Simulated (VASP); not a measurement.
# Al32H (a cell with a defect) in VASP: notebook

Runs on Al32H (a cell with a defect). Level: PBE. Tasks: single point.

All numbers are computed with VASP 6.6.1; they aren't measurements. Logs are shortened: lines on timing, memory, paths and dates and some standing lists are left out, and cuts for length are marked.

## 1. The structure

The cell holds a defect, 33 atoms: a = 8.100 Å, b = 8.100 Å, c = 8.100 Å, α = 90.00°, β = 90.00°, γ = 90.00°.

The cell was built by a generator and needn't be a form met in nature.

## 2. Single point, PBE

INCAR

```
SYSTEM = Al32H
PREC     = Accurate       ! precision mode
ENCUT    = 520            ! plane-wave cutoff, eV
EDIFF    = 1E-6           ! SCF threshold, eV
ISMEAR   = -1             ! smearing method
SIGMA    = 0.15           ! smearing width, eV
LREAL    = Auto         
LASPH    = .True.         ! aspherical terms in the spheres
NELM     = 100            ! most SCF steps
ALGO     = Fast           ! electronic algorithm
ISIF     = 2              ! what is computed and relaxed
LWAVE    = .False.        ! write WAVECAR
LCHARG   = .False.        ! write CHGCAR
GGA      = PE             ! functional
NBANDS   = 70             ! bands
```

KPOINTS

```
regular mesh
0
Gamma
  2 2 2
  0 0 0
```

POSCAR

```
Al32H
1.0
    8.1000000000      0.0000000000      0.0000000000
    0.0000000000      8.1000000000      0.0000000000
    0.0000000000      0.0000000000      8.1000000000
Al H
32 1
Direct
    0.5240493827     -0.0595925926      0.0077901235
    0.7457407407      0.2678271605     -0.0118641975
    0.7641604938     -0.0020617284      0.2175432099
   -0.0067530864      0.0033333333     -0.0364567901
    0.2252592593      0.2702962963      0.0447901235
    0.5381975309      0.5333209877     -0.0029259259
    0.7803827160      0.7417160494     -0.0417530864
    0.2795679012      0.0240246914      0.2532345679
    0.5153703704      0.2542839506      0.2976790123
    0.7339259259      0.5191604938      0.2868518519
    0.4678395062      0.0062592593      0.5151234568
    0.7186666667      0.2955802469      0.5396666667
    0.7742098765     -0.0119259259      0.7423950617
   -0.0149629630      0.4545185185      0.0412962963
    0.2210617284      0.7685061728      0.0226296296
   -0.0600370370      0.2535185185      0.2561358025
    0.2504444444      0.5355679012      0.2307283951
    0.5063703704      0.7837777778      0.2547777778
    0.0077777778      0.0280000000      0.5029629630
    0.2455802469      0.2390123457      0.4993950617
    0.4547654321      0.5184814815      0.4901728395
    0.7879506173      0.7787901235      0.4991234568
    0.2733703704      0.0325308642      0.8000246914
    0.5038888889      0.2518518519      0.8105555556
    0.7644938272      0.5274814815      0.7120864198
    0.0103333333      0.7474567901      0.2407777778
    0.0415679012      0.4950617284      0.5333827160
    0.2555185185      0.7971358025      0.5125555556
    0.0205555556      0.2693209877      0.7410246914
    0.2575802469      0.4999259259      0.8160246914
    0.4870987654      0.7753086420      0.7330000000
    0.0198024691      0.7698395062      0.7536049383
    0.3658271605      0.1425308642      1.0738148148
```

Potentials or basis: VASP PAW PBE potentials, release 64 (Al, H).

Command:

```console
$ cat potpaw_PBE.64/Al/POTCAR potpaw_PBE.64/H/POTCAR > POTCAR
$ mpirun -np 1 vasp_std > vasp.out
```

OUTCAR:

```text
SYSTEM = Al32H
   PREC = Accurate
   ENCUT = 520
   EDIFF = 1E-6
   ISMEAR = -1
   LREAL = Auto
   LASPH = .True.
   NELM = 100
   ISIF = 2
   GGA = PE

 ion  position               nearest neighbor table
   1  0.524  0.940  0.008-  18 2.37  31 2.61   3 2.62   7 2.66  23 2.74  15 2.82   8 2.89  13 2.98
                            24 2.99   2 3.21   6 3.30
   2  0.746  0.268  0.988-  24 2.43  14 2.50  16 2.68   6 2.73   3 2.87   4 2.94  29 2.99  13 3.02
                            25 3.07   9 3.13  10 3.16   1 3.21
   3  0.764  0.998  0.218-  16 2.53   1 2.62  18 2.73   4 2.77  26 2.85   2 2.87  22 2.90   7 2.96
                             9 2.97  19 3.05
   4  0.993  0.003  0.964-  13 2.52  32 2.55  23 2.64  15 2.69   7 2.73   3 2.77  29 2.82   5 2.94
                             2 2.94  26 3.06  16 3.15   8 3.30
   5  0.225  0.270  0.045-  33 1.56  14 2.45  17 2.63  30 2.64   8 2.65  23 2.79  16 2.88   4 2.94
                            24 2.95  29 2.97   9 3.12   6 3.33
   6  0.538  0.533  0.997-   7 2.61  30 2.72   2 2.73  24 2.75  10 2.83  18 2.92  31 2.93  25 2.95
                            17 3.00  15 3.20   1 3.30   9 3.33   5 3.33
   7  0.780  0.742  0.958-  32 2.56   6 2.61  25 2.65  13 2.65   1 2.66   4 2.73  14 2.93  26 2.95
                             3 2.96  31 3.01  10 3.24  18 3.29
   8  0.280  0.024  0.253-  33 1.88  11 2.62   5 2.65  20 2.66  18 2.68   9 2.69  28 2.80  15 2.83
                             1 2.89  19 2.99  26 3.13   4 3.30  16 3.32
   9  0.515  0.254  0.298-  12 2.58  21 2.69   8 2.69  11 2.70  20 2.73  10 2.78   3 2.97   5 3.12
                             2 3.13  17 3.18   6 3.33
  10  0.734  0.519  0.287-  16 2.73  12 2.74  22 2.75   9 2.78  21 2.80   6 2.83  18 2.84  14 2.89
                            26 2.93   2 3.16  27 3.20   7 3.24
  11  0.468  0.006  0.515-  28 2.41  31 2.58  20 2.61   8 2.62   9 2.70  18 2.79  23 2.80  13 3.09
                            12 3.11  24 3.13  22 3.18
  12  0.719  0.296  0.540-  25 2.37   9 2.58  10 2.74  24 2.82  21 2.83  16 2.93  29 2.95  13 3.02
                            27 3.07  11 3.11  19 3.20
  13  0.774  0.988  0.742-   4 2.52  22 2.60   7 2.65  32 2.66  19 2.73  31 2.90   1 2.98  12 3.02
                             2 3.02  29 3.03  11 3.09  24 3.11
  14  0.985  0.455  0.041-  16 2.41   5 2.45   2 2.50  17 2.72  29 2.87  26 2.88  30 2.89  10 2.89
                             7 2.93  15 3.19  25 3.26
  15  0.221  0.769  0.023-  26 2.46  17 2.54   4 2.69  32 2.72  30 2.76   1 2.82   8 2.83  23 2.83
                            18 2.98  14 3.19  31 3.19   6 3.20
  16  0.940  0.254  0.256-  14 2.41   3 2.53   2 2.68  10 2.73  19 2.76   5 2.88  12 2.93  27 3.09
                             4 3.15  20 3.17   8 3.32
  17  0.250  0.536  0.231-  15 2.54  26 2.60   5 2.63  21 2.68  14 2.72  18 2.89  27 3.00   6 3.00
[... 16 lines left out ...]
                             2 3.07  21 3.09  24 3.17  14 3.26
  26  0.010  0.747  0.241-  15 2.46  17 2.60  22 2.77   3 2.85  14 2.88  10 2.93   7 2.95  28 2.99
                             4 3.06  19 3.11   8 3.13  27 3.14
  27  0.042  0.495  0.533-  29 2.49  20 2.67  25 2.68  32 2.86  30 2.88  17 3.00  28 3.00  12 3.07
                            16 3.09  22 3.09  26 3.14  10 3.20
  28  0.256  0.797  0.513-  11 2.41  31 2.60  32 2.74  19 2.74  21 2.78   8 2.80  18 2.92  26 2.99
                            27 3.00  23 3.01  17 3.11
  29  0.021  0.269  0.741-  27 2.49  20 2.69  30 2.75  19 2.75   4 2.82  23 2.85  14 2.87  12 2.95
                            25 2.95   5 2.97   2 2.99  13 3.03
  30  0.258  0.500  0.816-   5 2.64   6 2.72  29 2.75  15 2.76  24 2.83  27 2.88  14 2.89  32 2.96
                            31 2.98  21 3.09  20 3.32
  31  0.487  0.775  0.733-  11 2.58  28 2.60   1 2.61  23 2.76  21 2.87  13 2.90   6 2.93  30 2.98
                             7 3.01  25 3.02  22 3.09  15 3.19
  32  0.020  0.770  0.754-   4 2.55   7 2.56  13 2.66  15 2.72  28 2.74  22 2.79  27 2.86  25 2.87
                            19 2.92  30 2.96  23 2.98
  33  0.366  0.143  0.074-   5 1.56   8 1.88

  LATTYP: Found a simple cubic cell.
 ALAT       =     8.1000000000

  Lattice vectors:

 A1 = (   8.1000000000,   0.0000000000,   0.0000000000)
 A2 = (   0.0000000000,   8.1000000000,   0.0000000000)
 A3 = (   0.0000000000,   0.0000000000,   8.1000000000)

Analysis of symmetry for initial positions (statically):
=====================================================================
 Subroutine PRICEL returns:
 Original cell was already a primitive cell.

 Routine SETGRP: Setting up the symmetry group for a
 simple cubic supercell.

 Subroutine GETGRP returns: Found  1 space group operations
 (whereof  1 operations were pure point group operations)
 out of a pool of 48 trial point group operations.

The static configuration has the point symmetry C_1 .

Analysis of symmetry for dynamics (positions and initial velocities):
=====================================================================
 Subroutine PRICEL returns:
 Original cell was already a primitive cell.

[... 112 lines left out ...]

  Length of vectors
     0.061728395  0.061728395  0.061728395

  Shift w.r.t. Gamma in fractional coordinates (k-lattice)
     0.000000000  0.000000000  0.000000000

 Subroutine IBZKPT returns following result:
 ===========================================

 Found      8 irreducible k-points:

 Following reciprocal coordinates:
            Coordinates               Weight
  0.000000  0.000000  0.000000      1.000000
  0.500000  0.000000  0.000000      1.000000
  0.000000  0.500000  0.000000      1.000000
  0.000000  0.000000  0.500000      1.000000
  0.500000  0.500000  0.000000      1.000000
  0.000000  0.500000  0.500000      1.000000
  0.500000  0.000000  0.500000      1.000000
  0.500000  0.500000  0.500000      1.000000
   k-points           NKPTS =      8   k-points in BZ     NKDIM =      8   number of bands    NBANDS=     70
   number of dos      NEDOS =    301   number of ions     NIONS =     33
   total plane-waves  NPLWV = 216000
   dimension x,y,z NGX =    60 NGY =   60 NGZ =   60
   dimension x,y,z NGXF=   120 NGYF=  120 NGZF=  120
   ions per type =              32   1
   NGX,Y,Z   is equivalent  to a cutoff of  12.31, 12.31, 12.31 a.u.
   NGXF,Y,Z  is equivalent  to a cutoff of  24.63, 24.63, 24.63 a.u.
 SYSTEM =  Al32H
   PREC   = accura    normal or accurate (medium, high low for compatibility)
   ISTART =      0    job   : 0-new  1-cont  2-samecut
   ICHARG =      2    charge: 1-file 2-atom 10-const
   ISPIN  =      1    spin polarized calculation?
   LNONCOLLINEAR =      F non collinear calculations
   LSORBIT =      F    spin-orbit coupling
   LASPH  =      T    aspherical Exc in radial PAW
   ENCUT  =  520.0 eV  38.22 Ry    6.18 a.u.  15.06 15.06 15.06*2*pi/ulx,y,z
   NELM   =    100;   NELMIN=  2; NELMDL= -5     # of ELM steps
   EDIFF  = 0.1E-05   stopping-criterion for ELM
   LREAL  =      T    real-space projection
   EDIFFG = 0.1E-04   stopping-criterion for IOM
   NSW    =      0    number of steps for IOM
   IBRION =     -1    ionic relax: 0-MD 1-quasi-New 2-CG
   NFREE  =      0    steps in history (QN), initial steepest desc. (CG)
   ISIF   =      2    stress and relaxation
   ISYM   =      2    0-nonsym 1-usesym 2-fastsym
   POTIM  = 0.5000    time-step for ionic-motion
   TEBEG  =    0.0;   TEEND  =   0.0 temperature during run
   PSTRESS=    0.0 pullay stress
   NELECT =      97.0000    total number of electrons
   NUPDOWN=      -1.0000    fix difference up-down
   EMIN   =  10.00;   EMAX   =-10.00  energy-range for DOS
   EFERMI =   0.00;   METHOD = LEGACY
   ISMEAR =    -1;   SIGMA  =   0.15  broadening in eV -4-tet -1-fermi 0-gaus
   EFERMI_NEDOS =   21; number of points for ismear=-14 and -15
   IALGO  =     68    algorithm
   IMIX   =      4    mixing-type and parameters
     AMIX     =   0.40;   BMIX     =  1.00
     AMIX_MAG =   1.60;   BMIX_MAG =  1.00
  volume/ion in A,a.u.               =      16.10       108.68
  Fermi-wavevector in a.u.,A,eV,Ry     =   0.928639  1.754874 11.733269  0.862371
  Thomas-Fermi vector in A             =   2.054837
   LORBIT       =      0    0 simple, 1 ext, 2 COOP (PROOUT), +10 PAW based schemes
   GGA     = PE    functional components
   LHFCALC =     F    Hartree Fock is set to
   AEXX    =    0.0000 exact exchange contribution
   IVDW    =     0    specifies the selected vdW correction
   LEPSILON=     F    determine dielectric tensor
   LRPA    =     F    only Hartree local field effects (RPA)
 non-spin polarized calculation
 RMM-DIIS sequential band-by-band and
  energy-cutoff  :      520.00
  volume of cell :      531.44
 maximum number of plane-waves:     14400
   NGX = 31   NGY = 31   NGZ = 31

 number of electron      96.9999999 magnetization

 Free energy of the ion-electron system (eV)
  ---------------------------------------------------
  ext. energy  EPLUGINS =         0.00000000
  ---------------------------------------------------
  free energy    TOTEN  =      -116.93621832 eV

  energy without entropy =     -116.00044504  energy(sigma->0) =     -116.46833168

 E-fermi :   7.7042     XC(G=0): -10.1612

 val. band max:        7.6568617858   @ k =   0.5000   0.5000   0.5000
 cond. band min:       7.7419655721   @ k =   0.0000   0.0000   0.5000
 fundamental gap:      0.0851037863
 Fermi energy:         7.7041867282

 k-point     1 :       0.0000    0.0000    0.0000
  band No.  band energies     occupation
      1      -3.3977      2.00000
      2      -1.7356      2.00000
      3      -1.3180      2.00000
      4      -1.2490      2.00000
      5      -1.0507      2.00000
      6      -0.9059      2.00000
[... 493 lines left out ...]
     59      10.6902      0.00000
     60      10.7289      0.00000
 [bands above 60 left out]

------------------------ aborting loop because EDIFF is reached ----------------------------------------

  FORCE on cell =-STRESS in cart. coord.  units (eV):
  Direction    XX          YY          ZZ          XY          YZ          ZX
  --------------------------------------------------------------------------------------
  -------------------------------------------------------------------------------------
  Total       19.6445506     24.6441043     18.3183744      1.7582900     -2.0497698      2.5823988
  in kB       59.2239848     74.2965358     55.2258562      5.3008564     -6.1796037      7.7853624
  external PRESSURE =      62.9154589 kB  Pullay stress =       0.0000000 kB

 VOLUME and BASIS-vectors are now :
 -----------------------------------------------------------------------------
  energy-cutoff  :      520.00
  volume of cell :      531.44
      direct lattice vectors                 reciprocal lattice vectors
     8.100000000  0.000000000  0.000000000     0.123456790  0.000000000  0.000000000
     0.000000000  8.100000000  0.000000000     0.000000000  0.123456790  0.000000000
     0.000000000  0.000000000  8.100000000     0.000000000  0.000000000  0.123456790

 POSITION                                       TOTAL-FORCE (eV/Angst)
 -----------------------------------------------------------------------------------
      4.24480      7.61730      0.06310        -0.119356      1.472765     -1.471777
      6.04050      2.16940      8.00390         0.148194     -0.808533      0.382300
      6.18970      8.08330      1.76210        -0.089033     -0.450895      0.497587
      8.04530      0.02700      7.80470         0.448836      0.863727      1.674750
      1.82460      2.18940      0.36280        -0.695906      0.350759     -0.416758
      4.35940      4.31990      8.07630        -0.574744     -0.061629      0.337868
[... 25 lines left out ...]
      0.16040      6.23570      6.10420         0.891895     -0.894243     -0.842001
      2.96320      1.15450      0.59790         1.424251     -1.170537      0.332322
 -----------------------------------------------------------------------------------
    total drift:                               -0.007455     -0.026623     -0.014323

  FREE ENERGIE OF THE ION-ELECTRON SYSTEM (eV)
  ---------------------------------------------------
  free  energy   TOTEN  =      -116.9362183199 eV

  energy  without entropy=     -116.0004450384  energy(sigma->0) =     -116.46833168
```

It took 5.3 min on 1 thread of Intel Xeon Platinum 8259CL at 2.50GHz (Skylake/Cascade Lake), shared host; peak memory 0.56 GiB.

Results:

```
Free energy            : -116.9362 eV
Pressure               : 6.3 GPa
Largest force          : 2.961 eV/Å
Band gap on the k mesh : none (metal or under the smearing width)
```

Forces in eV/Å, atoms in the order of the input:
```
Al  -0.119  1.473 -1.472
Al   0.148 -0.809  0.382
Al  -0.089 -0.451  0.498
Al   0.449  0.864  1.675
Al  -0.696  0.351 -0.417
Al  -0.575 -0.062  0.338
Al   0.055 -0.321  1.240
Al  -1.188 -0.635 -0.287
Al   0.101  0.227 -1.104
Al   0.258  0.363 -0.471
Al   2.219  1.133  0.230
Al   0.375 -1.968 -0.466
Al  -1.281  1.275 -0.415
Al  -0.351  2.651 -1.271
Al   1.213  0.421 -1.240
Al   0.803 -0.542  1.403
Al   0.627 -0.696  0.882
Al   0.068 -1.471  1.543
Al  -0.443 -0.387 -0.295
Al   0.235  0.899  0.090
Al   0.052  0.292  0.794
Al  -0.600 -0.106 -0.750
Al  -0.414 -0.439 -0.718
Al  -0.596  0.145 -1.099
Al  -0.136  0.893  1.428
Al  -1.223  0.450  0.847
Al   0.150  1.208 -1.194
Al  -1.402 -1.379 -0.403
Al  -0.714 -0.777  1.041
Al   0.124  0.563 -0.687
Al   0.634 -1.100  0.404
Al   0.892 -0.894 -0.842
H    1.424 -1.171  0.332
```

Caveat: the k mesh is coarse (spacing up to 0.39 Å⁻¹), so the values aren't converged.

## 3. Single point, PBE

INCAR

```
PREC = Accurate
ENCUT = 520
EDIFF = 1E-7
ISMEAR = -1
SIGMA = 0.15
LREAL = Auto
LASPH = T
NELM = 100
ALGO = Fast
ISIF = 2
LWAVE = F
LCHARG = T
GGA = PE
LELF = T
LVHAR = T
NBANDS = 70
```

KPOINTS

```
Automatic mesh
0
Gamma
  2 2 2
```

POSCAR

```
Al32H
1.0
    8.1000000000      0.0000000000      0.0000000000
    0.0000000000      8.1000000000      0.0000000000
    0.0000000000      0.0000000000      8.1000000000
Al H
32 1
Direct
    0.5043333333     -0.0044814815     -0.0132962963
    0.7379382716      0.2622222222     -0.0270617284
    0.7052222222     -0.0077530864      0.2314320988
    0.0216543210      0.0212469136     -0.0166419753
    0.2261975309      0.2854567901     -0.0019135802
    0.4769629630      0.4935925926     -0.0367037037
    0.7651728395      0.7052098765     -0.0325555556
    0.2300740741      0.0088395062      0.2553950617
    0.5213580247      0.2877037037      0.2646543210
    0.7579259259      0.4962222222      0.2563580247
    0.5222345679      0.0236296296      0.5116913580
    0.7551604938      0.2499012346      0.4957407407
    0.7586913580     -0.0107654321      0.7847530864
    0.0050617284      0.5020370370     -0.0155432099
    0.2688641975      0.7335555556     -0.0023703704
   -0.0050370370      0.2256172840      0.2631604938
    0.2493209877      0.5184074074      0.2537037037
    0.4663580247      0.7762469136      0.2241234568
   -0.0027283951      0.0052345679      0.5237901235
    0.2595802469      0.2550493827      0.4966172840
    0.5046419753      0.4941604938      0.5218518519
    0.7554320988      0.7683456790      0.5259506173
    0.2609135802     -0.0195185185      0.7558271605
    0.4891111111      0.2431358025      0.7596172840
    0.7500987654      0.4931975309      0.7410000000
   -0.0020617284      0.7710493827      0.2460123457
   -0.0095679012      0.4855925926      0.5098641975
    0.2512222222      0.7366296296      0.5143703704
    0.0219135802      0.2165185185      0.7408024691
    0.2355802469      0.4915925926      0.7208518519
    0.4950740741      0.7496172840      0.7571111111
    0.0225679012      0.7437530864      0.7921851852
    0.5203580247     -0.0305555556      0.7138641975
```

Potentials or basis: VASP PAW PBE potentials, release 64 (Al, H).

Command:

```console
$ cat potpaw_PBE.64/Al/POTCAR potpaw_PBE.64/H/POTCAR > POTCAR
$ mpirun -np 1 vasp_std > vasp.out
```

Wall time 5.9 min (1 thread of Intel Xeon Platinum 8259CL at 2.50GHz (Skylake/Cascade Lake), shared host); peak memory 0.56 GiB.

Results (log left out):

- Free energy: -119.0028 eV
- Pressure: 4.2 GPa
- Largest force: 2.257 eV/Å
- Band gap on the k mesh: none (metal or under the smearing width)

Forces on the atoms (eV/Å):
```
Al  -0.675  0.504  0.312
Al   0.532 -0.112  0.903
Al   1.325  0.201  0.380
Al  -0.377 -0.643  1.210
Al   0.896 -1.114  0.349
Al   0.861 -0.077  0.867
Al  -1.201  1.100  1.562
Al   0.778  0.106  0.087
Al  -1.076 -0.767 -0.822
Al   0.401  0.887 -0.371
Al  -0.717 -0.349 -1.350
Al   0.162 -0.171  0.593
Al   0.346  0.096 -0.679
Al  -0.236 -0.723  0.852
Al  -1.106  0.463 -0.405
Al  -0.292  0.658 -0.389
Al  -0.245 -0.508  0.131
Al   0.976 -0.649  1.458
Al   0.140 -1.022 -0.841
Al  -0.029 -0.429 -0.365
Al  -0.041  0.516 -0.389
Al   0.181 -0.575 -0.605
Al  -0.240  0.541 -0.378
Al  -0.128  0.078 -0.349
Al   0.122 -0.491 -0.486
Al  -0.442 -0.331  0.078
Al   0.163  0.494 -0.515
Al  -0.152  0.668 -0.533
Al  -0.498  1.702  0.263
Al   0.251 -0.131  1.002
Al   0.396 -0.700 -0.492
Al  -0.157  0.672 -1.747
H    0.081  0.105  0.671
```

Stress tensor (GPa, compression positive):
```
3.67 0.00 0.60
0.00 3.85 0.02
0.60 0.02 5.09
```

Levels at points of the mesh, in eV from the Fermi level:
```tsv
k point	band 45	band 46	band 47	band 48	band 49	band 50	band 51	band 52
(0.00, 0.00, 0.00)	-0.31	-0.09	0.04	0.11	0.24	0.37	0.61	0.91
(0.50, 0.00, 0.00)	-0.44	-0.39	-0.25	-0.15	-0.03	0.07	0.17	0.26
(0.00, 0.50, 0.00)	-0.54	-0.36	-0.18	-0.11	-0.04	0.12	0.19	0.24
(0.00, 0.00, 0.50)	-0.60	-0.53	-0.33	-0.23	0.04	0.12	0.25	0.40
(0.50, 0.50, 0.00)	-0.48	-0.40	-0.32	-0.26	0.77	0.78	0.84	0.93
(0.00, 0.50, 0.50)	-0.58	-0.51	-0.18	-0.04	0.62	0.66	0.85	0.90
(0.50, 0.00, 0.50)	-0.61	-0.49	-0.19	-0.04	0.62	0.74	0.81	0.86
(0.50, 0.50, 0.50)	-0.54	-0.51	-0.48	-0.39	-0.37	-0.32	-0.27	-0.21
```

Caveat: the k mesh is coarse (spacing up to 0.39 Å⁻¹), so the values aren't converged.

(Part 1 of 2 ends here.)
